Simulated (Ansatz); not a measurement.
# Al in W(100), 2x2: scattering by a point defect

Aim: the resistance that Al in W(100), 2x2 adds to the host.

Main program and level: Ansatz 0.2.0; Ansatz plane-wave DFT, PBE, PAW files; ballistic transport by layer matching (Landauer), zero bias; PAW set soft_1, in the first sound run; inputs show where later runs differ.

Report form: the programs' logs are mostly left out.

## 1. Set-up

The cell holds 72 atoms: 71 W and 1 Al. Its edges and angles: a = 6.330 Å, b = 6.330 Å, c = 28.483 Å, α = 90.0°, β = 90.0°, γ = 90.0°. It derives from W. Regions: lead, 40 atoms (40 W); scattering region, 32 atoms (31 W and 1 Al). The structure is stacked along c, and the current runs across the ab planes.

## 2. Transmission at ideal sites

The defect sits in one plane of the supercell, all atoms on ideal sites; the layers about the cell's end are the lead. The mesh across the current, 8×8, is finer than the density's, because channels open and close sharply across the zone. Energies from -0.1 to 0.1 eV in steps of 0.05 eV are too few for the program's thermal sum, so it prints no conductance; for a metal the transmission near the Fermi level serves, at a fraction of the cost.

File input.yaml:

```yaml
crystal:
  lattice:
    - [6.3296, 0.0, 0.0]
    - [0.0, 6.3296, 0.0]
    - [0.0, 0.0, 28.4832]
  atoms:
    - { symbol: W, position: [0.0, 0.0, 0.0277777778] }
    - { symbol: W, position: [0.0, 0.5, 0.0277777778] }
    - { symbol: W, position: [0.5, 0.0, 0.0277777778] }
    - { symbol: W, position: [0.5, 0.5, 0.0277777778] }
    - { symbol: W, position: [0.25, 0.25, 0.0833333333] }
    - { symbol: W, position: [0.25, 0.75, 0.0833333333] }
    - { symbol: W, position: [0.75, 0.25, 0.0833333333] }
    - { symbol: W, position: [0.75, 0.75, 0.0833333333] }
[... 60 atom lines left out ...]
    - { symbol: W, position: [0.25, 0.25, 0.9722222222] }
    - { symbol: W, position: [0.25, 0.75, 0.9722222222] }
    - { symbol: W, position: [0.75, 0.25, 0.9722222222] }
    - { symbol: W, position: [0.75, 0.75, 0.9722222222] }
kpoints:
  mp_grid: { grid: [4, 4, 1] }
hamiltonian:
  xc: pbe
  pseudopotentials: { kind: paw, azcp: { folder: soft_1 } }
scf:
  occupations: { method: fermi_dirac, width: 0.1 }
output:
  transmission: { leads: [[0, 4]], kmesh: [8, 8], e_range: [-0.1, 0.1], de: 0.05 }
  write_potential: true
  write_density: true
  volumetric_format: npy
  elf: true
```

The run is started by

```console
ansatz run input.yaml --threads 4 --pin off --max-ram 15360MiB --backend cpu --events-out ev --progress --plain --runs-dir out
```

Elapsed: 9.7 min, on 4 threads of Arm Neoverse V1, shared host; peak memory 10 GiB.

This run has no spin polarisation although its electron count is odd.

This step gave:

```
free energy                                    : -737937.9175 eV
energy at zero smearing                        : -737937.3488 eV
Fermi energy                                   : 22.18 eV
cell area                                      : 40.06 Å²
transmission per spin nearest the Fermi level  : 3.298
open channels per spin nearest the Fermi level : 5.281
step of the lead's potential                   : 5 meV
```

Per spin. The transmission, zone mean by energy, zero at the Fermi level:

| energy (eV) | transmission, zone mean |
| --- | --- |
| -0.1000 | 3.09 |
| -0.0500 | 3.16 |
| 0.0000 | 3.30 |
| 0.0500 | 3.38 |
| 0.1000 | 3.35 |

Per spin. Table of open channels, zone mean, lead by energy, zero at the Fermi level:

| energy (eV) | open channels, zone mean, lead |
| --- | --- |
| -0.1000 | 4.72 |
| -0.0500 | 4.66 |
| 0.0000 | 5.28 |
| 0.0500 | 5.72 |
| 0.1000 | 5.53 |

Transmission over k1 and k2. At 0.0000 eV from the Fermi level.

Ten even steps from '_' (0.0) to '@' (10.7):
```
____..::--::..__
....__::==::__..
::::::##@@##::::
::--==@@@@@@==--
::::::##@@##::::
....__::==::__..
____..::--::..__
____..::::::..__
```
Columns: k1 (b1) from -0.5 to 0.375; rows upwards: k2 (b2) from -0.5 to 0.375.

Open channels over k1 and k2. At 0.0000 eV from the Fermi level.

Ten even steps from '_' (0.0) to '@' (14.0):
```
..__::::--::::__
..::..++++++..::
::::++@@@@@@++::
::--++@@@@@@++--
::::++@@@@@@++::
..::..++++++..::
..__::::--::::__
__....::::::....
```
Columns: k1 (b1) from -0.5 to 0.375; rows upwards: k2 (b2) from -0.5 to 0.375.

ELF in the ca plane at fractional y = 0.250, with atoms of W and Al within 0.2 Å of it. It is the smooth field of the valence electrons, not physical close to the nuclei.

Ten even steps from '0' (0.06) to '9' (0.65), each cell a mean:
```
66667533466666533566676423576666424666665334
35775333346764333346764333357753333357753333
53653699844643799734644899635635999536536998
72442864952523955933525946824427838624328649
72442874952523955933525947824427838624328649
53653699844643799735644899636635999536536998
35775333346764333346764333357753333357753333
66667533466666533566676423576666434676665334
77567754676567655676667766776677545775676546
46666421356665311367677878876764212466664213
34764467535763577535777534787644676447634675
62542897952633988933686100377426979625428979
72432852851523933932575030277317717624328529
62542897953633988933686100377426979625428979
34764466535763566535777644787644666347644665
46666421356665322367677878876765212466664213
77567755676567655676667766776677545775676556
```
Columns run along c (16.0 Å, from fractional 0.22 to 0.78 of the cell), rows up along a (6.3 Å). Atoms in or near the plane, at fractional coordinates: W at (0.31, 0.25), W at (0.31, 0.75), W at (0.42, 0.25), W at (0.42, 0.75), Al at (0.53, 0.25), W at (0.53, 0.75), W at (0.64, 0.25), W at (0.64, 0.75), W at (0.75, 0.25), W at (0.75, 0.75).

Valence density in the ca plane at fractional y = 0.250, with atoms of W and Al within 0.2 Å of it. It is the smooth field of the valence electrons, not physical close to the nuclei.

Ten even steps from '0' (0.1 e/Å³) to '9' (5.6 e/Å³), each cell a mean:
```
00000000000000000000000000000000000000000000
00000011100000011000000111000000111000000111
10000266410001366310001466200001575100002664
30001599820001699610002899500003998300015998
30001599720001699610002899500003998300015998
10000256410001366300001465200001565100002564
00000011100000011000000111000000111000000111
00000000000000000000000000000000000000000000
00000000000000000000000000000000000000000000
00000000000000000000000000000000000000000000
10000133200000133100000000000001232100001332
20000389620001599510000000000002797200004896
30001599820001799710000000000004999300015998
20000389620001588510000000000002797200004896
10000133200000133100000000000001232100001332
00000000000000000000000000000000000000000000
00000000000000000000000000000000000000000000
```
Columns run along c (16.0 Å, from fractional 0.22 to 0.78 of the cell), rows up along a (6.3 Å). Atoms in or near the plane, at fractional coordinates: W at (0.31, 0.25), W at (0.31, 0.75), W at (0.42, 0.25), W at (0.42, 0.75), Al at (0.53, 0.25), W at (0.53, 0.75), W at (0.64, 0.25), W at (0.64, 0.75), W at (0.75, 0.25), W at (0.75, 0.75).

Electrostatic potential energy in the ca plane at fractional y = 0.250, with atoms of W and Al within 0.2 Å of it. With pseudopotentials it is smooth inside the atoms' cores, unlike the true potential.

Ten even steps from '0' (-24 eV) to '9' (23 eV), each cell a mean:
```
99999999999999999999999999999999999999999999
89999755689999755799998655799998656899997556
48998300269997200279996100389984101589973002
27996100038985000058983000169972000279961000
27996100038985000058983000169972000279961000
58998410269997300379996201389985101589973102
89999755689999755799998655799998656899997556
99999999999999999999999999999999999999999999
99999999999999999999999999999999999999999999
99999887899999877899999989999999878999998878
69998522479998522589998766799996323699985224
38997200048995100169997798689973000389962000
27996000038984000048996899689972000279950000
38997200048995100169997788689973000389962000
69998632479998522589998766799996323699985324
99999987899999877899999989999999878999998878
99999999999999999999999999999999999999999999
```
Columns run along c (16.0 Å, from fractional 0.22 to 0.78 of the cell; values clipped at the 3rd and 97th percentile), rows up along a (6.3 Å). Atoms in or near the plane, at fractional coordinates: W at (0.31, 0.25), W at (0.31, 0.75), W at (0.42, 0.25), W at (0.42, 0.75), Al at (0.53, 0.25), W at (0.53, 0.75), W at (0.64, 0.25), W at (0.64, 0.75), W at (0.75, 0.25), W at (0.75, 0.75).

Over the solved energies the transmission per spin lies between 3.09 and 3.38, out of 5.18 channels of the lead on average (up to 5.72).

## 3. Resistance at ideal sites

This step: Ansatz plane-wave DFT, PBE, PAW files; ballistic transport by layer matching (Landauer), zero bias; area resistance of the defect plane and resistivity an atomic per cent; PAW set soft_1 (Ansatz 0.2.0).

Numbers from this step:

| Quantity | Value |
| --- | --- |
| area resistance | 0.5861 fΩ m² |
| T over the leads' mean channel count | 0.6283 |
| resistivity per at.% scaled from this dense plane, with the factor 3/4 for isotropic scattering | 11.11 µΩ cm |

Averaged over the energies near the Fermi level, 62.8 % of the channels pass, which makes 0.586 fΩ m².

By hand, with T and the leads' channels N averaged over the energies near the Fermi level: RA = A (h/2e²)(1/T − 1/N) = 40.06×10⁻²⁰ m² × 12 906 Ω × (1/3.279 − 1/5.219) = 0.586 fΩ m². Per atomic per cent: RA × A / V_atom × 0.01 × 3/4 = 11.1 µΩ cm, with the host's V_atom = 15.85 Å³.

## 4. Relaxing the neighbours

The neighbours of the defect are let go while the lead's layers stay on their sites, since a lead must repeat to 0.01 Å.

This step: Ansatz plane-wave DFT, PBE, PAW files; relaxation with the lead's layers held; PAW set soft_1 (Ansatz 0.2.0).

Edit input.yaml of step 2 so:

```diff
@@ -85,7 +85,6 @@
   occupations: { method: fermi_dirac, width: 0.1 }
-output:
-  transmission: { leads: [[0, 4]], kmesh: [8, 8], e_range: [-0.1, 0.1], de: 0.05 }
-  write_potential: true
-  write_density: true
-  volumetric_format: npy
-  elf: true
+relax:
+  f_tol: 0.03
+  max_steps: 40
+  constraints:
+    - { sites: [0, 1, 2, 3, 4, 5, 6, 7, 8, 9, 10, 11, 12, 13, 14, 15, 16, 17, 18, 19, 52, 53, 54, 55, 56, 57, 58, 59, 60, 61, 62, 63, 64, 65, 66, 67, 68, 69, 70, 71] }
```

It took 14 min on 4 threads; peak memory 8.8 GiB; 56 min of CPU time.

The steps of the relaxation:

| step | energy less that of the first step (eV) | largest force component (eV/Å) |
| --- | --- | --- |
| 1 | 0.0000 | 0.6676 |
| 2 | 0.3762 | 1.3468 |
| 3 | -0.0540 | 0.0733 |
| 4 | -0.0546 | 0.0115 |

Relaxation step 2 was tried and not accepted.

The atoms that moved most (Å):

| atom | dx | dy | dz | length |
| --- | --- | --- | --- | --- |
| W29 | 0.000 | 0.000 | 0.047 | 0.047 |
| W45 | 0.000 | 0.000 | -0.040 | 0.040 |
| W21 | 0.000 | 0.000 | 0.017 | 0.017 |
| W41 | -0.009 | -0.009 | 0.011 | 0.017 |
| W43 | 0.009 | -0.009 | 0.011 | 0.017 |
| W42 | -0.009 | 0.009 | 0.011 | 0.017 |
| W44 | 0.009 | 0.009 | 0.011 | 0.017 |
| W36 | 0.009 | 0.009 | -0.005 | 0.014 |

Numbers from this step:

```
free energy             : -737937.9721 eV
energy at zero smearing : -737937.4049 eV
Fermi energy            : 22.19 eV
```

The largest force component on a free atom ends at 0.012 eV/Å, under the tolerance of 0.03, after 4 steps.

## 5. Transmission after relaxation, relaxed yes

The transmission is solved again on the relaxed atoms.

This step: Ansatz plane-wave DFT, PBE, PAW files; ballistic transport by layer matching (Landauer), zero bias; PAW set soft_1 (Ansatz 0.2.0).

File input.yaml:

```yaml
crystal:
  lattice:
    - [6.3296, 0.0, 0.0]
    - [0.0, 6.3296, 0.0]
    - [0.0, 0.0, 28.4832]
  atoms:
    - { symbol: W, position: [0.0, 0.0, 0.0277777778] }
    - { symbol: W, position: [0.0, 0.5, 0.0277777778] }
    - { symbol: W, position: [0.5, 0.0, 0.0277777778] }
    - { symbol: W, position: [0.5, 0.5, 0.0277777778] }
    - { symbol: W, position: [0.25, 0.25, 0.0833333333] }
    - { symbol: W, position: [0.25, 0.75, 0.0833333333] }
    - { symbol: W, position: [0.75, 0.25, 0.0833333333] }
    - { symbol: W, position: [0.75, 0.75, 0.0833333333] }
[... 60 atom lines left out ...]
    - { symbol: W, position: [0.25, 0.25, 0.9722222222] }
    - { symbol: W, position: [0.25, 0.75, 0.9722222222] }
    - { symbol: W, position: [0.75, 0.25, 0.9722222222] }
    - { symbol: W, position: [0.75, 0.75, 0.9722222222] }
kpoints:
  mp_grid: { grid: [4, 4, 1] }
hamiltonian:
  xc: pbe
  pseudopotentials: { kind: paw, azcp: { folder: soft_1 } }
scf:
  occupations: { method: fermi_dirac, width: 0.1 }
output:
  transmission: { leads: [[0, 4]], kmesh: [8, 8], e_range: [-0.05, 0.05], de: 0.05 }
  write_potential: true
  write_density: true
  volumetric_format: npy
```

Wall time 12 min (4 threads); peak memory 8.6 GiB; 43 min of CPU time.

This step gave:

```yaml
energy_at_zero_smearing: -737937.4050 eV
transmission_per_spin_nearest_the_fermi_level: 3.290
step_of_the_lead_s_potential: 6.9 meV
```

Per spin. Table of transmission, zone mean by energy, zero at the Fermi level:

| energy (eV) | transmission, zone mean |
| --- | --- |
| -0.0500 | 3.15 |
| 0.0000 | 3.29 |
| 0.0500 | 3.37 |

Transmission over k1 and k2. At 0.0000 eV from the Fermi level.

Ten even steps from '0' (0.0) to '9' (10.8):
```
00123210
11024201
12279722
23499943
12279722
11024201
00123210
00112110
```
Columns: k1 (b1) from -0.5 to 0.375; rows upwards: k2 (b2) from -0.5 to 0.375.

Over the solved energies the transmission per spin lies between 3.15 and 3.37, out of 5.20 channels of the lead on average (up to 5.66).

## 6. Resistance after relaxation

This step: Ansatz plane-wave DFT, PBE, PAW files; ballistic transport by layer matching (Landauer), zero bias; area resistance of the defect plane and resistivity an atomic per cent; PAW set soft_1 (Ansatz 0.2.0).

This step gave:

| Quantity | Value |
| --- | --- |
| area resistance | 0.5867 fΩ m² |
| T over the leads' mean channel count | 0.6290 |
| resistivity per at.% scaled from this dense plane, with the factor 3/4 for isotropic scattering | 11.12 µΩ cm |

Averaged over the energies near the Fermi level, 62.9 % of the channels pass, which makes 0.587 fΩ m², against 0.586 on ideal sites.

## 7. Results

- share of channels that pass, rigid: 0.628
- area resistance, rigid: 0.586 fΩ m²
- resistivity per at.% from the area resistance, times 3/4, rigid: 11.1 µΩ cm
- share of channels that pass, relaxed: 0.629
- area resistance, relaxed: 0.587 fΩ m²
- resistivity per at.% from the area resistance, times 3/4, relaxed: 11.1 µΩ cm

The plane of defects adds 0.59 fΩ m². Scaled to one atomic per cent that is 15 µΩ cm as it stands and 11 with the factor 3/4 for isotropic scattering on a spherical Fermi surface; with the reflection in place of the resistance taken as linear in the density it would be 7.0. These are rough estimates of the dilute value, not bounds. One Al in each 2x2 cell reflects 37 % of the lead's channels. The relaxed cell differs by 0.11 % in resistance; between the two runs the lead's own channel count goes from 5.22 to 5.20, so sampling may have a part in it. The defects form a dense periodic sheet that scatters coherently, unlike a dilute random alloy. T and N are means over the solved energies nearest the Fermi level. Spin-orbit coupling is left out, which matters for W.

[Logs are printed without paths, hosts, clocks, repeated set-up lines and the standing remarks that a program may print on its own settings, such as how far it seeks lower states.]

[Hosts, paths, dates, database ids (printed as entryN), source tags and the programs' standing remarks are cut or masked in the printed files.]
